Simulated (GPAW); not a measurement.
GaN:

```
CELL_PARAMETERS angstrom
3.18000 0.00000 0.00000
-1.59000 2.75396 0.00000
0.00000 0.00000 5.16600
ATOMIC_POSITIONS crystal
Ga 0.66667 0.33333 0.50000
Ga 0.33333 0.66667 0.00000
N 0.66667 0.33333 0.87500
N 0.33333 0.66667 0.37500
```

| Quantity | Value |
| --- | --- |
| Program | GPAW 26.7.0 |
| Task | relaxation of cell and atoms |
| Functional | rSCAN |
| Dispersion | D3(BJ) |
| Potentials or basis | GPAW PAW data sets (gpaw-data 1.2.1) |
| Cutoff | 800 eV |
| Basis | pw |
| k mesh | 7 × 7 × 4 |
| Occupations | fermi-dirac, width 0.05 eV |
| Spin | no spin polarisation |

At the start: pressure 5.1 GPa; volume 11.31 Å³/atom.

Q: How do energy, volume and symmetry change on relaxing?

A: Over 6 steps the energy falls by 5.3 meV/atom and the volume is 11.56 Å³/atom (+2.2 %); space group P6_3mc (No. 186, to 0.05 Å).

The path:
```tsv
step	energy change (eV)	largest force (eV/Å)	pressure (GPa)	volume (Å³)
1	0.0000	0.1849	5.06	45.24
2	-0.0072	0.0896	4.13	45.42
3	-0.0187	0.0897	1.22	45.99
4	-0.0201	0.0763	0.50	46.13
5	-0.0210	0.0255	-0.04	46.25
6	-0.0211	0.0051	-0.04	46.25
```

Final structure:
```
Ga N
1.0
     3.20241    0.00000    0.00000
    -1.60121    2.77337    0.00000
     0.00000    0.00000    5.20690
Ga N
2 2
Direct
  0.66667 0.33333 0.49890
  0.33333 0.66667 0.99890
  0.66667 0.33333 0.87597
  0.33333 0.66667 0.37596
```

Caveat: the data sets keep Ga 3d, Li 1s and Be 1s frozen, and some such compounds lay over 1.5 % in volume off other programs; later steps reuse the first step's grids; the PAW data sets were made with another functional, which shifts forces and pressure a little.
